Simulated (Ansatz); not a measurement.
Space group Fm-3m (No. 225). a = 3.629 Å, b = 3.629 Å, c = 3.629 Å, α = 90.00°, β = 90.00°, γ = 90.00°
```tsv
atom	site	symmetry	x	y	z
Cu	4a	m-3m	0.0000	0.0000	0.0000
```

Equation of state of this Cu structure (not necessarily the ground state), with shape and atoms relaxed at each volume where symmetry leaves them free. It has no gap at any of these volumes. These are results of Ansatz 0.2.0, DFT PBE, scalar-relativistic, plane waves, PAW, not measurements.

Settings: cutoff 420 eV, Γ-centred mesh 30×30×30 on the computed 1-atom cell, Gaussian smearing of 0.10 eV; no spin polarisation.

| V (Å³/atom) | E − E(largest V) (meV/atom) | P (GPa) |
| --- | --- | --- |
| 10.517 | 54.66 | 24.90 |
| 10.876 | 8.15 | 16.90 |
| 11.234 | -22.00 | 10.23 |
| 11.593 | -38.47 | 4.66 |
| 11.951 | -43.54 | 0.01 |
| 12.310 | -39.07 | -3.87 |
| 12.668 | -26.64 | -7.10 |
| 13.146 | 0.00 | -10.57 |

Question: Fit a third-order Birch–Murnaghan equation, E = E0 + (9V0B0/16)·[(x − 1)³B0' + (x − 1)²(6 − 4x)] with x = (V0/V)^(2/3), to E(V).

Answer: V0 = 11.95 Å³/atom, B0 = 141 GPa, B0' = 5.0.

The cell was reached from a generator's guess, though it ends in a space group that the Crystallography Open Database lists for this formula.
